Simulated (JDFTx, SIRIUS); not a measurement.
One calculation of PbS, 3 ways

```
Pb S
1.0
     0.00000    2.96575    2.96575
     2.96575    0.00000    2.96575
     2.96575    2.96575    0.00000
Pb S
1 1
Direct
  0.00000 0.00000 0.00000
  0.50000 0.50000 0.50000
```

Alike in all runs: task single point; functional PBEsol; k mesh 8 × 8 × 8; occupations fermi-dirac, width 0.05 eV; no spin polarisation; no spin-orbit coupling. Pressure is positive in compression and, in plane waves, holds the error of the finite cutoff.

```csv
program and potentials,plane-wave cutoff (eV),notes,band gap (eV),pressure (GPa)
"SIRIUS, PseudoDojo 0.4.1 PBE standard (scalar relativistic)",765,potentials made for PBE,0.25,-0.76
"JDFTx, PseudoDojo-SR-PBEsol-0.4.1-standard",762,-,0.26,-0.82
"JDFTx, PseudoDojo-SR-PBEsol-0.4.1-standard with smoothed tails",762,-,0.26,-0.82
```

The band gap spans 0.25 (SIRIUS, PseudoDojo 0.4.1 PBE standard (scalar relativistic)) to 0.26 eV (JDFTx, PseudoDojo-SR-PBEsol-0.4.1-standard). The pressure spans -0.82 (JDFTx, PseudoDojo-SR-PBEsol-0.4.1-standard) to -0.76 GPa (SIRIUS, PseudoDojo 0.4.1 PBE standard (scalar relativistic)). Spin-orbit coupling, left out here, moves the band edges of heavy atoms.

Differences between rows come from potentials, basis sets and numerical settings, since the functional is the same but for its coding. Runs on potential files found faulty are left out.
